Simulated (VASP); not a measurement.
## BaS in VASP 6.6.1, single-point calculation

INCAR

```
ISIF = 2
IBRION = -1
PREC = Accurate
EDIFF = 1E-7
LWAVE = .FALSE.
LREAL = .FALSE.
NELM = 80
NBANDS = 15
ENCUT = 520
LASPH = .TRUE.
LCHARG = .FALSE.
SIGMA = 0.02
NSW = 0
GGA = PE
ISMEAR = -1
```

KPOINTS

```
KPOINTS created by Atomic Simulation Environment
0
Monkhorst-Pack
6 6 6
0 0 0
```

POSCAR

```
Ba S
 1.0000000000000000
     0.0000000000000000    3.3452008881999999    3.7894180099999999
     3.3452008881999999    0.0000000000000000    3.7894180099999999
     3.3452008881999999    3.3452008881999999    0.0000000000000000
 Ba  S
   1   1
Cartesian
  0.0000000000000000  0.0000000000000000  0.0000000000000000
  1.6726004441000000  1.6726004441000000  1.8947090049999999
```

The recommended PBE PAW datasets give the neutral cell 16 valence electrons.

Command

```
mpirun -np 1 vasp_std
```

Predict the outcome of this run.

It converged. Results: gap between bands v and c on the k mesh 2.89 eV; least direct gap on the k mesh 3.20 eV; pressure 0.9 GPa. Band v is the last that the valence electrons fill when counted band by band, and c is the next.

OSZICAR

```
N       E                     dE             d eps       ncg     rms          rms(c)
DAV:   1     0.906536671110E+02    0.90654E+02   -0.64419E+03  1890   0.894E+02
DAV:   2    -0.427655335850E+01   -0.94930E+02   -0.86405E+02  2650   0.165E+02
DAV:   3    -0.105350278734E+02   -0.62585E+01   -0.62120E+01  2619   0.460E+01
DAV:   4    -0.106766841667E+02   -0.14166E+00   -0.14162E+00  2616   0.696E+00
DAV:   5    -0.106794149711E+02   -0.27308E-02   -0.27308E-02  2815   0.757E-01    0.519E+00
DAV:   6    -0.971946211392E+01    0.95995E+00   -0.13274E+00  2198   0.623E+00    0.354E+00
DAV:   7    -0.968245588211E+01    0.37006E-01   -0.38693E-01  2416   0.302E+00    0.253E+00
DAV:   8    -0.969440764798E+01   -0.11952E-01   -0.37871E-02  2296   0.123E+00    0.751E-01
DAV:   9    -0.970462765841E+01   -0.10220E-01   -0.15890E-02  1911   0.842E-01    0.361E-01
DAV:  10    -0.970773127236E+01   -0.31036E-02   -0.13486E-03  2268   0.213E-01    0.112E-01
DAV:  11    -0.970885178328E+01   -0.11205E-02   -0.16660E-03  1904   0.208E-01    0.319E-02
DAV:  12    -0.970888384679E+01   -0.32064E-04   -0.10553E-04  2796   0.490E-02    0.379E-02
DAV:  13    -0.970889939621E+01   -0.15549E-04   -0.29358E-05  2002   0.333E-02    0.106E-02
DAV:  14    -0.970889922482E+01    0.17139E-06   -0.57152E-07  2730   0.498E-03    0.430E-03
DAV:  15    -0.970889894430E+01    0.28052E-06   -0.40357E-07  2100   0.378E-03    0.440E-04
DAV:  16    -0.970889899113E+01   -0.46832E-07   -0.27509E-08  2205   0.112E-03
   1 F= -.97088990E+01 E0= -.97088990E+01  d E =-.527417E-12
```

The shifted mesh misses Γ, so a band edge there is missed.

For comparison, a separate PBE run of the intended cell, on usual settings and not on those above, gives a gap of 2.70 eV on its mesh and a pressure of 0.9 GPa.
